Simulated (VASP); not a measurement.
# Pt (Im-3m) in VASP: notebook, part 7 of 7

VASP 6.6.1. The steps go on from the part before.

### 129 Equation of state, LDA, 16.38 Å³/atom

File INCAR:

```
PREC = Accurate
ENCUT = 520
EDIFF = 1E-6
ISMEAR = 1
SIGMA = 0.1
LREAL = F
LASPH = T
NELM = 100
ALGO = Normal
ISIF = 2
LWAVE = F
LCHARG = F
GGA = CA
ADDGRID = F
```

File KPOINTS:

```
regular mesh
0
Gamma
  18 18 18
```

File POSCAR:

```
Pt
1.0
   -1.5999063667      1.5999063667      1.5999063667
    1.5999063667     -1.5999063667      1.5999063667
    1.5999063667      1.5999063667     -1.5999063667
Pt
1
Direct
    0.0000000000      0.0000000000      0.0000000000
```

Potentials or basis: VASP PAW LDA potentials, release 64 (Pt).

Run with:

```console
> cat potpaw_LDA.64/Pt/POTCAR > POTCAR
> mpirun -np 1 vasp_std > vasp.out
```

Wall time 15 s (1 thread of Intel Xeon Platinum 8488C (Sapphire Rapids), shared host); peak memory 0.15 GiB.

These settings aren't checked as converged: the numbers below hold their error.

Results:

| Property | Result |
| --- | --- |
| Free energy | -7.2906 eV |
| Pressure | -21.2 GPa |
| Band gap on the k mesh | none (metal or under the smearing width) |

### 130 Equation of state, LDA, 15.43 Å³/atom

Edit INCAR of step 129 so:

```diff
@@ -1,3 +1,3 @@
 PREC = Accurate
-ENCUT = 520
+ENCUT = 900
 EDIFF = 1E-6
```

File KPOINTS:

```
regular mesh
0
Gamma
  15 15 15
```

File POSCAR:

```
Pt
1.0
   -1.5682166836      1.5682166836      1.5682166836
    1.5682166836     -1.5682166836      1.5682166836
    1.5682166836      1.5682166836     -1.5682166836
Pt
1
Direct
    0.0000000000      0.0000000000      0.0000000000
```

Run with:

```console
> cat potpaw_LDA.64/Pt/POTCAR > POTCAR
> mpirun -np 1 vasp_std > vasp.out
```

It took 22 s on 1 thread of Intel Xeon Platinum 8488C (Sapphire Rapids), shared host; peak memory 0.17 GiB.

These settings aren't checked as converged: the numbers below hold their error.

What came out:

```yaml
Free_energy: -7.3857 eV
Pressure: -8.7 GPa
Band_gap_on_the_k_mesh: none (metal or under the smearing width)
```

### 131 Equation of state, LDA, 16.38 Å³/atom

INCAR is that of step 130.

KPOINTS is that of step 130.

File POSCAR:

```
Pt
1.0
   -1.5999063667      1.5999063667      1.5999063667
    1.5999063667     -1.5999063667      1.5999063667
    1.5999063667      1.5999063667     -1.5999063667
Pt
1
Direct
    0.0000000000      0.0000000000      0.0000000000
```

Run with:

```console
> cat potpaw_LDA.64/Pt/POTCAR > POTCAR
> mpirun -np 1 vasp_std > vasp.out
```

Run time: 22 s. Hardware: 1 thread of Intel Xeon Platinum 8488C (Sapphire Rapids), shared host; peak memory 0.17 GiB.

These settings aren't checked as converged: the numbers below hold their error.

What came out:

| Item | Value |
| --- | --- |
| Free energy | -7.2949 eV |
| Pressure | -21.1 GPa |
| Band gap on the k mesh | none (metal or under the smearing width) |

### 132 Equation of state, LDA, 15.43 Å³/atom

Edit INCAR of step 131 so:

```diff
@@ -1,3 +1,3 @@
 PREC = Accurate
-ENCUT = 900
+ENCUT = 650
 EDIFF = 1E-6
```

File KPOINTS:

```
regular mesh
0
Gamma
  18 18 18
```

File POSCAR:

```
Pt
1.0
   -1.5682166836      1.5682166836      1.5682166836
    1.5682166836     -1.5682166836      1.5682166836
    1.5682166836      1.5682166836     -1.5682166836
Pt
1
Direct
    0.0000000000      0.0000000000      0.0000000000
```

Potentials or basis: VASP PAW LDA potentials, release 64 (Pt).

Run with:

```console
> cat potpaw_LDA.64/Pt/POTCAR > POTCAR
> mpirun -np 1 vasp_std > vasp.out
```

Wall time 14 s (1 thread of Intel Xeon Platinum 8488C (Sapphire Rapids), shared host); peak memory 0.16 GiB.

The run converged, but some of its settings lie outside the range that counts as converged, so its numbers aren't taken as properties of the crystal.

What came out:

```yaml
Free_energy: -7.3815 eV
Pressure: -8.5 GPa
Band_gap_on_the_k_mesh: none (metal or under the smearing width)
```

### 133 Equation of state, LDA, 16.38 Å³/atom

INCAR is that of step 132.

KPOINTS is that of step 132.

File POSCAR:

```
Pt
1.0
   -1.5999063667      1.5999063667      1.5999063667
    1.5999063667     -1.5999063667      1.5999063667
    1.5999063667      1.5999063667     -1.5999063667
Pt
1
Direct
    0.0000000000      0.0000000000      0.0000000000
```

Run with:

```console
> cat potpaw_LDA.64/Pt/POTCAR > POTCAR
> mpirun -np 1 vasp_std > vasp.out
```

It took 16 s on 1 thread of Intel Xeon Platinum 8488C (Sapphire Rapids), shared host; peak memory 0.16 GiB.

These settings aren't checked as converged: the numbers below hold their error.

Results:

```
Free energy            : -7.2906 eV
Pressure               : -21.1 GPa
Band gap on the k mesh : none (metal or under the smearing width)
```

### 134 Band structure, LDA

File POSCAR:

```
Pt
1.0
   -1.5842200000      1.5842200000      1.5842200000
    1.5842200000     -1.5842200000      1.5842200000
    1.5842200000      1.5842200000     -1.5842200000
Pt
1
Direct
    0.0000000000      0.0000000000      0.0000000000
```

File INCAR.step1:

```
  PREC = Accurate
  ENCUT = 520
  EDIFF = 1E-6
  ISMEAR = -1
  SIGMA = 0.05
  LREAL = False
  LASPH = True
  NELM = 60
  ALGO = Normal
  ISIF = 2
  LWAVE = False
  LCHARG = True
  LMAXMIX = 4
```

File KPOINTS.step1:

```
regular mesh
0
Gamma
  12 12 12
```

File INCAR.step2:

```
  PREC = Accurate
  ENCUT = 520
  EDIFF = 1E-6
  ISMEAR = 0
  SIGMA = 0.05
  LREAL = False
  LASPH = True
  NELM = 60
  ALGO = Normal
  ISIF = 2
  LWAVE = False
  LCHARG = False
  LMAXMIX = 4
  ICHARG = 11
```

File KPOINTS.step2:

```
path GHNGPH,PN
20
line-mode
reciprocal
 0.0000000000  0.0000000000  0.0000000000  G
 0.5000000000 -0.5000000000  0.5000000000  H

 0.5000000000 -0.5000000000  0.5000000000  H
 0.0000000000  0.0000000000  0.5000000000  N

 0.0000000000  0.0000000000  0.5000000000  N
 0.0000000000  0.0000000000  0.0000000000  G

 0.0000000000  0.0000000000  0.0000000000  G
 0.2500000000  0.2500000000  0.2500000000  P

 0.2500000000  0.2500000000  0.2500000000  P
 0.5000000000 -0.5000000000  0.5000000000  H

 0.2500000000  0.2500000000  0.2500000000  P
 0.0000000000  0.0000000000  0.5000000000  N
```

Potentials or basis: VASP PAW LDA potentials, release 64 (Pt).

Run with:

```console
> cat potpaw_LDA.64/Pt/POTCAR > POTCAR
> cp INCAR.step1 INCAR
> cp KPOINTS.step1 KPOINTS
> mpirun -np 1 vasp_std > vasp.out
> cp INCAR.step2 INCAR
> cp KPOINTS.step2 KPOINTS
> mpirun -np 1 vasp_std > vasp.out
```

OUTCAR:

```text
PREC = Accurate
   ENCUT = 520
   EDIFF = 1E-6
   ISMEAR = 0
   LREAL = False
   LASPH = True
   NELM = 60
   ISIF = 2
   ICHARG = 11

 ion  position               nearest neighbor table
   1  0.000  0.000  0.000-

  LATTYP: Found a body centered cubic cell.
 ALAT       =     3.1684400000

  Lattice vectors:

 A1 = (  -1.5842200000,   1.5842200000,   1.5842200000)
 A2 = (   1.5842200000,  -1.5842200000,   1.5842200000)
 A3 = (   1.5842200000,   1.5842200000,  -1.5842200000)

Analysis of symmetry for initial positions (statically):
=====================================================================
 Subroutine PRICEL returns:
 Original cell was already a primitive cell.

 Routine SETGRP: Setting up the symmetry group for a
 body centered cubic supercell.

 Subroutine GETGRP returns: Found 48 space group operations
 (whereof 48 operations were pure point group operations)
 out of a pool of 48 trial point group operations.

The static configuration has the point symmetry O_h .

Analysis of symmetry for dynamics (positions and initial velocities):
=====================================================================
 Subroutine PRICEL returns:
 Original cell was already a primitive cell.

 Routine SETGRP: Setting up the symmetry group for a
 body centered cubic supercell.

 Subroutine GETGRP returns: Found 48 space group operations
 (whereof 48 operations were pure point group operations)
 out of a pool of 48 trial point group operations.

The dynamic configuration has the point symmetry O_h .

 Subroutine INISYM returns: Found 48 space group operations
 (whereof 48 operations are pure point group operations),
 and found     1 'primitive' translations

----------------------------------------------------------------------------------------

                                     Primitive cell

  volume of cell :      15.9040

[... 98 lines left out ...]
  Fermi-wavevector in a.u.,A,eV,Ry     =   1.402510  2.650360 26.763132  1.967035
  Thomas-Fermi vector in A             =   2.525265
   LORBIT       =      0    0 simple, 1 ext, 2 COOP (PROOUT), +10 PAW based schemes
   GGA     = CA    functional components
   LHFCALC =     F    Hartree Fock is set to
   AEXX    =    0.0000 exact exchange contribution
   IVDW    =     0    specifies the selected vdW correction
   LEPSILON=     F    determine dielectric tensor
   LRPA    =     F    only Hartree local field effects (RPA)
 non-spin polarized calculation
 Gauss-broadening in eV      SIGMA  =   0.05
  energy-cutoff  :      520.00
  volume of cell :       15.90
 maximum number of plane-waves:       444

 number of electron      10.0000000 magnetization

 Free energy of the ion-electron system (eV)
  ---------------------------------------------------
  ext. energy  EPLUGINS =         0.00000000
  ---------------------------------------------------
  free energy    TOTEN  =        -7.22114242 eV

  energy without entropy =       -7.21970458  energy(sigma->0) =       -7.22042350

 E-fermi :  10.3113     XC(G=0): -13.3761

 val. band max:       10.3112567284   @ k =   0.4474  -0.4474   0.4474
 cond. band min:      10.3131149105   @ k =   0.4868  -0.4605   0.4868
 fundamental gap:      0.0018581820
 Fermi energy:        10.3112798499

 k-point     1 :       0.0000    0.0000    0.0000
  band No.  band energies     occupation
      1       0.4796      2.00000
      2       6.4620      2.00000
      3       6.4620      2.00000
      4       6.4620      2.00000
      5       8.9764      2.00000
      6       8.9764      2.00000
      7      27.0063      0.00000
      8      27.0063      0.00000
      9      27.0063      0.00000
[... 265 lines left out ...]
 k-point    24 :       0.4211   -0.4211    0.5000
  band No.  band energies     occupation
      1       4.0588      2.00000
      2       4.0881      2.00000
      3       9.8638      2.00000
      4      10.0029      2.00000
      5      10.4771      0.00000
      6      17.0043      0.00000
      7      17.2978      0.00000
      8      18.2440      0.00000
      9      23.9138      0.00000

 [... further k-points ...]

------------------------ aborting loop because EDIFF is reached ----------------------------------------

  FORCE on cell =-STRESS in cart. coord.  units (eV):
  Direction    XX          YY          ZZ          XY          YZ          ZX
  --------------------------------------------------------------------------------------
  -------------------------------------------------------------------------------------
  Total        1.1784100      1.1784100      1.1784100      0.0000000     -0.0000000     -0.0000000
  in kB      118.7136150    118.7136150    118.7136150      0.0000000     -0.0000000     -0.0000000
  external PRESSURE =     118.7136150 kB  Pullay stress =       0.0000000 kB

 VOLUME and BASIS-vectors are now :
 -----------------------------------------------------------------------------
  energy-cutoff  :      520.00
  volume of cell :       15.90
      direct lattice vectors                 reciprocal lattice vectors
    -1.584220000  1.584220000  1.584220000     0.000000000  0.315612731  0.315612731
     1.584220000 -1.584220000  1.584220000     0.315612731  0.000000000  0.315612731
     1.584220000  1.584220000 -1.584220000     0.315612731  0.315612731  0.000000000

 POSITION                                       TOTAL-FORCE (eV/Angst)
 -----------------------------------------------------------------------------------
      0.00000      0.00000      0.00000         0.000000     -0.000000     -0.000000
 -----------------------------------------------------------------------------------
    total drift:                               -0.000000     -0.000000      0.000000

  FREE ENERGIE OF THE ION-ELECTRON SYSTEM (eV)
  ---------------------------------------------------
  free  energy   TOTEN  =        -7.2211424223 eV

  energy  without entropy=       -7.2197045846  energy(sigma->0) =       -7.22042350
```

OUTCAR.step1:

```text
PREC = Accurate
   ENCUT = 520
   EDIFF = 1E-6
   ISMEAR = -1
   LREAL = False
[... 503 lines left out ...]

 POSITION                                       TOTAL-FORCE (eV/Angst)
 -----------------------------------------------------------------------------------
      0.00000      0.00000      0.00000         0.000000     -0.000000     -0.000000
 -----------------------------------------------------------------------------------
    total drift:                                0.000000     -0.000000      0.000000

  FREE ENERGIE OF THE ION-ELECTRON SYSTEM (eV)
  ---------------------------------------------------
  free  energy   TOTEN  =        -7.3585367840 eV

  energy  without entropy=       -7.3520971872  energy(sigma->0) =       -7.35531699
```

OSZICAR.step1:

```text
N       E                     dE             d eps       ncg     rms          rms(c)
DAV:   1     0.360623635574E+02    0.36062E+02   -0.54207E+03  1352   0.102E+03
DAV:   2    -0.725929109859E+01   -0.43322E+02   -0.41428E+02  1399   0.184E+02
DAV:   3    -0.778082731987E+01   -0.52154E+00   -0.50717E+00  1468   0.198E+01
DAV:   4    -0.778282409272E+01   -0.19968E-02   -0.19966E-02  1412   0.136E+00
DAV:   5    -0.778283856525E+01   -0.14473E-04   -0.14472E-04  1381   0.111E-01    0.110E+01
DAV:   6    -0.740038848370E+01    0.38245E+00   -0.11083E+00  1303   0.914E+00    0.571E+00
DAV:   7    -0.736308908372E+01    0.37299E-01   -0.12514E-01  1350   0.289E+00    0.243E+00
DAV:   8    -0.735863495853E+01    0.44541E-02   -0.39741E-03  1336   0.687E-01    0.373E-01
DAV:   9    -0.735853648852E+01    0.98470E-04   -0.75900E-05  1361   0.985E-02    0.483E-02
DAV:  10    -0.735853678398E+01   -0.29545E-06   -0.18641E-06  1395   0.125E-02
   1 F= -.73585368E+01 E0= -.73553170E+01  d E =-.643960E-02
```

Run time: 9.4 s. Hardware: 1 thread of Intel Xeon 6975P-C (Granite Rapids), shared host; peak memory 0.13 GiB.

Results:

```yaml
Band_gap_along_the_path: none (metal or under the smearing width)
```

Levels at the corners of the path, in eV from the Fermi level:
| point | band 2 | band 3 | band 4 | band 5 | band 6 | band 7 | band 8 | band 9 |
| --- | --- | --- | --- | --- | --- | --- | --- | --- |
| Γ | -3.40 | -3.40 | -3.40 | -0.89 | -0.89 | 17.14 | 17.14 | 17.14 |
| H | -5.93 | 0.58 | 0.58 | 0.58 | 7.68 | 7.68 | 7.68 | 12.71 |
| H | -5.93 | 0.58 | 0.58 | 0.58 | 7.68 | 7.68 | 7.68 | 12.71 |
| N | -4.81 | -1.08 | -0.57 | 0.35 | 1.10 | 6.30 | 13.31 | 15.79 |
| N | -4.81 | -1.08 | -0.57 | 0.35 | 1.10 | 6.30 | 13.31 | 15.79 |
| Γ | -3.40 | -3.40 | -3.40 | -0.89 | -0.89 | 17.14 | 17.14 | 17.14 |
| Γ | -3.40 | -3.40 | -3.40 | -0.89 | -0.89 | 17.14 | 17.14 | 17.14 |
| P | -4.18 | -4.18 | -0.50 | -0.50 | 4.75 | 9.44 | 9.44 | 9.44 |
| P | -4.18 | -4.18 | -0.50 | -0.50 | 4.75 | 9.44 | 9.44 | 9.44 |
| H | -5.93 | 0.58 | 0.58 | 0.58 | 7.68 | 7.68 | 7.68 | 12.71 |
| P | -4.18 | -4.18 | -0.50 | -0.50 | 4.75 | 9.44 | 9.44 | 9.44 |
| N | -4.81 | -1.08 | -0.57 | 0.35 | 1.10 | 6.30 | 13.31 | 15.79 |

Caveat: the log is that of the step along the path at fixed density, whose energy, stress, charges and moments have no meaning; spin-orbit coupling is left out, which moves the levels of the heavy elements.
